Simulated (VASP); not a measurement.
## Te2Pt (Moncheite): relaxation of cell and atoms with PBE+D3(BJ)

Te2Pt (Moncheite):

```xyz
3
Lattice="4.0519 0.0000 0.0000 -2.0259 3.5090 0.0000 0.0000 0.0000 5.0732" Properties=species:S:1:pos:R:3 pbc="T T T"
Te    0.0000    2.3394    1.3589
Te    2.0259    1.1697    3.7143
Pt   -2.0259    3.5090    0.0000
```

```json
{
  "Program": "VASP 6.6.1",
  "Task": "relaxation of cell and atoms",
  "Functional": "PBE",
  "Dispersion": "D3(BJ)",
  "Potentials or basis": "VASP PAW PBE potentials, release 64 (Te, Pt)",
  "Cutoff": "600 eV",
  "k mesh": "12 × 12 × 7",
  "Occupations": "methfessel-paxton, width 0.1 eV",
  "Spin": "no spin polarisation",
  "Further INCAR settings": "ALGO = Normal; EDIFF = 1e-07; IBRION = 2; EDIFFG = -0.005; NSW = 90; ISIF = 3"
}
```

| Item | Value |
| --- | --- |
| Relaxed volume | 24.05 Å³/atom |
| Relaxed cell | a = 4.051 Å, b = 4.051 Å, c = 5.078 Å, α = 90.00°, β = 90.00°, γ = 120.00° |
| Space group after relaxing (to 0.05 Å) | P-3m1 (No. 164) |
| Energy gained by relaxing | 0.0 meV/atom |
| Ionic steps | 3 |
| Pressure after relaxing | 0.0 GPa |
| Band gap on the k mesh | none (metal or under the smearing width) |
| Dispersion energy per atom | -0.568 eV |

Final structure:
```
Te Pt
1.0
     4.05060    0.00000    0.00000
    -2.02530    3.50792    0.00000
     0.00000    0.00000    5.07845
Te Pt
2 1
Direct
  0.33333 0.66667 0.26773
  0.66667 0.33333 0.73227
  0.00000 0.00000 0.00000
```

Levels at points of the mesh, in eV from the Fermi level:
| k point | band 7 | band 8 | band 9 | band 10 | band 11 | band 12 | band 13 | band 14 | band 15 |
| --- | --- | --- | --- | --- | --- | --- | --- | --- | --- |
| (0.00, 0.00, 0.00) | -3.70 | -2.66 | -0.49 | -0.49 | 0.75 | 0.75 | 1.61 | 2.59 | 4.20 |
| (0.50, 0.00, 0.00) | -3.58 | -3.40 | -3.35 | -3.23 | -2.88 | 0.08 | 2.68 | 3.98 | 5.46 |

Wall time 99 s on 1 thread of AMD EPYC 9R45 96-Core Processor (Zen 5), on a shared host, peak memory 0.3 GiB.

Caveat: pairwise dispersion overbinds metals, which lowers pressure and volume. The run has no spin-orbit coupling, so splittings on Pt, Te are missing.
